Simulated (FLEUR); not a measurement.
Runs of FLEUR MaX-R8.1 (later development tree) on Pt. The structure is cubic, space group Fm-3m (No. 225). The conventional cell has a = 3.922 Å, b = 3.922 Å, c = 3.922 Å, α = 90.00°, β = 90.00°, γ = 90.00°. Pt (site symmetry m-3m) is surrounded by 12 Pt at 2.77 Å. 

```csv
task,level,gmax,muffin-tin radii,lnonsphr,max iterations,mixing factor,kmax,gap on the mesh (eV),V0 of scaled cells (Å³/atom),B0 (GPa)
equation of state,PBEsol,12.8 1/bohr,Pt 2.38 bohr,Pt 10,-,-,4.12 1/bohr,-,(a),287
equation of state,r2SCAN,12.8 1/bohr,Pt 2.38 bohr,Pt 10,-,-,4.12 1/bohr,-,15.31,(b)
single point,PBEsol,12.8 1/bohr,Pt 2.38 bohr,Pt 10,60,0.05,4.12 1/bohr,none,-,-
equation of state,SCAN,12.8 1/bohr,Pt 2.38 bohr,-,-,-,4.12 1/bohr,-,14.96,293
equation of state,PBE,11.8 1/bohr,Pt 2.38 bohr,-,-,-,3.8 1/bohr,-,(c),254
single point,PBE,11.8 1/bohr,Pt 2.38 bohr,-,60,0.05,3.8 1/bohr,none,-,-
```

Alike in all rows: potentials or basis all-electron, FLAPW; no spin polarisation; cell as given; k mesh 12 × 12 × 12; smearing fermi-dirac 0.05 eV.

Problem. Estimate the missing entries.

Solution. (a) 15.05; (b) 271; (c) 15.64.

Caveats: the meta-GGA is that of a development version, with a GGA for the radial functions and cores and without core tails (some runs); the plane-wave cutoff is short for the semicore states, which can make moduli rough (some runs).

A k mesh can miss the band edges, and the runs leave out spin-orbit coupling on Pt.

A gap of «none» marks a metal or a gap under the smearing width.

Not every run made on this cell is shown here.
